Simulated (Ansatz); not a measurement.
## HgSe: one input, then a changed one

The geometry is COD entry 1538663, unchecked; take it as a test cell. The listed cell was then made from it by scaling, straining or moving an atom.

First run: DFT, r2SCAN, PAW with Ansatz's default frozen-core files, scalar-relativistic (Ansatz 0.2.0).

Command: `ansatz run input.yaml --threads 1 --pin off --max-ram 2048MiB --backend cpu --events-out ev --progress --plain --runs-dir out` The run took 14 s on 1 thread of AMD EPYC 9R45 (Zen 5) (shared host).

```yaml
crystal:
  lattice:
    - [0.0, 3.0083009314, 3.0083009314]
    - [3.0083009314, 0.0, 3.0083009314]
    - [3.0083009314, 3.0083009314, 0.0]
  atoms:
    - { symbol: Hg, position: [0.0, 0.0, 0.0] }
    - { symbol: Se, position: [0.25, 0.25, 0.25] }
kpoints:
  mp_grid: { grid: [7, 7, 7] }
scf:
  occupations: { method: fermi_dirac, width: 0.02 }
hamiltonian:
  xc: r2scan
  pseudopotentials: { kind: paw }
output:
  forces: true
  stress: true
  efg: { contact_densities: true }
  write_density: true
  write_potential: true
  elf: true
  volumetric_format: npy
relax:
  f_tol: 0.005
  max_steps: 80
  cell: {}
```

Result: converged; relaxed volume 29.547 Å³/atom; 34 SCF iterations in all.

Spin–orbit coupling is left out, though it moves levels of the heavy atoms by tenths of an eV or more.

A second input differs as follows:

```diff
@@ -1,7 +1,7 @@
 crystal:
   lattice:
-    - [0.0, 3.0083009314, 3.0083009314]
-    - [3.0083009314, 0.0, 3.0083009314]
-    - [3.0083009314, 3.0083009314, 0.0]
+    - [0.0, 2.10581065, 2.10581065]
+    - [2.10581065, 0.0, 2.10581065]
+    - [2.10581065, 2.10581065, 0.0]
   atoms:
     - { symbol: Hg, position: [0.0, 0.0, 0.0] }
@@ -11,4 +11,5 @@
 scf:
   occupations: { method: fermi_dirac, width: 0.02 }
+  max_iter: 100
 hamiltonian:
   xc: r2scan
@@ -18,8 +19,4 @@
   stress: true
   efg: { contact_densities: true }
-  write_density: true
-  write_potential: true
-  elf: true
-  volumetric_format: npy
 relax:
   f_tol: 0.005
```

Question: Does the change harm the result?

Answer: Not here: the run converged; energy at zero smearing 0.0 meV/atom from the first run; relaxed volume 29.570 Å³/atom; 120 SCF iterations in all, so the odd setting did no harm in this case.
